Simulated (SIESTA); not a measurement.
HfO2:

```
CELL_PARAMETERS angstrom
3.61685 0.00000 0.00000
1.80843 3.13229 0.00000
1.80843 1.04410 2.95315
ATOMIC_POSITIONS crystal
Hf 0.00000 0.00000 0.00000
O 0.75000 0.75000 0.75000
O 0.25000 0.25000 0.25000
```

Measurements of this composition are mostly on another form, of space group No. 14.

Base run:

* Program: SIESTA 5.4.2
* Functional: optB88-vdW
* Potentials or basis: PseudoDojo 0.4 standard (PBE files)
* Basis: DZP (energy shift 0.003 Ry; two zetas on semicore shells)
* Grid cutoff: 800 Ry
* Energy shift: 0.003 Ry
* k mesh: 9 × 9 × 9
* Occupations: fermi-dirac, width 0.05 eV
* Spin: no spin polarisation

Its results: band gap on the k mesh 3.67 eV, indirect (least direct gap 3.81 eV); pressure -1.3 GPa.

Task: After a change of settings the same cell gave: band gap on the k mesh 3.67 eV, indirect (least direct gap 3.84 eV); pressure 10.7 GPa. Which change was it?
A. functional from optB88-vdW to vdW-DF-C09
B. functional from optB88-vdW to vdW-DF-cx
C. functional from optB88-vdW to vdW-DF2
D. functional from optB88-vdW to vdW-DF

Result: C.

Caveats: short orbitals over semicore shells can move pressures by several GPa; the potentials were made for another functional, which shifts forces and pressure; spin-orbit coupling is left out, which moves the levels of the heavy elements; an odd mesh through Γ misses points on the zone boundary, where band edges often lie; the basis of atomic orbitals isn't converged, which shifts pressures, moduli and gaps.

Runs at the PBE level aren't shown here.
